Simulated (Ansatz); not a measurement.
# IrO2 (P4_2/mnm): other levels of theory at one geometry

An exercise on one series of results from a longer session: the logs are not shown, and one member is left open.

Method: DFT at several levels, plane waves, PAW, in Ansatz 0.2.0.

3 further runs of the same task are left out: 1 for a known fault of the program, 2 that didn't finish. Runs told in other sessions of the task aren't counted.

## The structure to begin with

The structure is tetragonal, space group P4_2/mnm (No. 136). Conventional cell: a = 4.540 Å, b = 4.540 Å, c = 3.174 Å, α = 90.00°, β = 90.00°, γ = 90.00°. Ir (site symmetry mmm) is surrounded by 6 O at 1.98 to 2.01 Å. O (site symmetry m2m) has 3 Ir at 1.98 to 2.01 Å in its first shell of neighbours.

As a file:

```xyz
6
Lattice="4.5396 0.0000 0.0000 0.0000 4.5396 0.0000 0.0000 0.0000 3.1744" Properties=species:S:1:pos:R:3 pbc="T T T"
Ir    0.0000    0.0000    0.0000
Ir    2.2698    2.2698    1.5872
O     1.3979    1.3979    0.0000
O     0.8719    3.6677    1.5872
O     3.1417    3.1417    0.0000
O     3.6677    0.8719    1.5872
```

An earlier run at PBE+U (U_eff = 2 eV on Ir 5d) left this cell at 10.903 Å³/atom and 0.02 GPa (6×6×8 mesh), no gap, no moment left.

Levels to run: PBE+U with U = 1 eV on Ir 5d; PBE+U with U = 5 eV on Ir 5d; PBE+U with U = 3 eV on Ir 5d; PBE+U+SOC with U = 2 eV on Ir 5d, moments along [001]. Hardware: 4 threads of Arm Neoverse V1, shared host.

Set-up of the first run:

The input, input.yaml:

```yaml
crystal:
  lattice:
    - [4.5396330426, 0.0, 0.0]
    - [0.0, 4.5396330426, 0.0]
    - [0.0, 0.0, 3.1744154784]
  atoms:
    - { symbol: Ir, position: [0.0, 0.0, 0.0], spin: 0.05 }
    - { symbol: Ir, position: [0.5, 0.5, 0.5], spin: 0.05 }
    - { symbol: O, position: [0.3079395644, 0.3079395644, 0.0] }
    - { symbol: O, position: [0.1920604356, 0.8079395644, 0.5] }
    - { symbol: O, position: [0.6920604356, 0.6920604356, 0.0] }
    - { symbol: O, position: [0.8079395644, 0.1920604356, 0.5] }
basis:
  ecutwfc: 420
  ecutrho_ratio: 4
kpoints:
  mp_grid: { grid: [6, 6, 8] }
hamiltonian:
  xc: pbe
  hubbard: { sites: [{ species: Ir, l: d, u_eff: 1.0 }] }
scf:
  occupations: { method: gaussian, width: 0.05 }
  lower_state_search: "off"
output:
  forces: true
  stress: true
  eigenvalues: true
  populations: true
  hubbard: { sites: [{ species: Ir, l: d }] }
  dos: { projected: true, de: 0.02 }
magnetization:
  spin_polarized: true
checkpoint:
  read: start.run
  write: ck
  compress: false
  write_wavefunctions: false
  write_every: 100000
```

start.run holds the state of a PBE+U run on this cell.

Run with:

```bash
$ ansatz run input.yaml --threads 4 --pin off --max-ram 7168MiB --backend cpu --events-out ev --progress --plain --runs-dir out
```

Steps of the session up to this table: PBE+U with U = 1 eV on Ir 5d; PBE+U with U = 5 eV on Ir 5d; PBE+U with U = 3 eV on Ir 5d; Seeding on a coarse mesh: PBE+U+SOC with U = 2 eV on Ir 5d, moments along [001]; PBE+U+SOC with U = 2 eV on Ir 5d, moments along [001].

One of the session's tables, all rows but one given; the rest of the session is left out.

| level | pressure (GPa) |
| --- | --- |
| PBE+U with U = 2 eV on Ir 5d | 0.0 |
| PBE+U with U = 1 eV on Ir 5d | -0.4 |
| PBE+U with U = 3 eV on Ir 5d | ? |
| PBE+U with U = 5 eV on Ir 5d | 2.1 |
| PBE+U+SOC with U = 2 eV on Ir 5d, moments along [001] | 1.7 |

Estimate the missing values for PBE+U with U = 3 eV on Ir 5d.

**Answer.** pressure (GPa): 0.6. In the column «pressure (GPa)» it lies between PBE+U with U = 2 eV on Ir 5d (0.0) and PBE+U+SOC with U = 2 eV on Ir 5d, moments along [001] (1.7).

The pressure runs from -0.4 GPa (PBE+U with U = 1 eV on Ir 5d) to 2.1 GPa (PBE+U with U = 5 eV on Ir 5d); a negative pressure means that level wants a smaller cell, a positive one a larger cell. Total energies of different levels have different zeros and can't be compared.

To keep in mind: Warnings in the runs' records: seeded moment not kept, filled band counts differ across k points, stress scf threshold loose, stability check not made.
